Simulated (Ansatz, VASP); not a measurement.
**Cd4Se in VASP and in Ansatz**

```
Cd Se
1.0
    -3.31016    3.31016    3.31016
     3.31016   -3.31016    3.31016
     3.31016    3.31016   -3.31016
Cd Se
4 1
Cartesian
  1.6551 1.6551 -1.6551
  1.6551 -1.6551 1.6551
  -1.6551 1.6551 1.6551
  1.6551 1.6551 1.6551
  0.0000 0.0000 0.0000
```

Change from the starting cell: species swapped into the MnGa4 type (Im-3m, No. 229).

Alike in both runs: functional PBE; k mesh 8 × 8 × 8; occupations gaussian, width 0.1 eV; no spin polarisation.

Ansatz relaxed the structure, and its values are those at the end. VASP's run is a single point on that final structure, the one shown.

|  | VASP | Ansatz |
| --- | --- | --- |
| version | VASP 6.6.1 | Ansatz 0.2.0 |
| potentials or method | VASP PAW PBE potentials, release 64 (Cd, Se) | scalar-relativistic, plane waves, PAW |
| plane-wave cutoff (eV) | 520 | 420 |
| valence electrons in the cell | 54 | 96 |

|  | VASP | Ansatz | Ansatz less VASP |
| --- | --- | --- | --- |
| gap on the k mesh at the Fermi level (eV) | none | none | - |
| pressure (GPa) | 0.2 | 0.0 | -0.18 |

A gap of «none» marks a metal or a gap that the smearing closes. With one functional, cell and mesh, what is left measures potentials, basis and numerics. The two sets of potentials don't hold the same shells in valence.
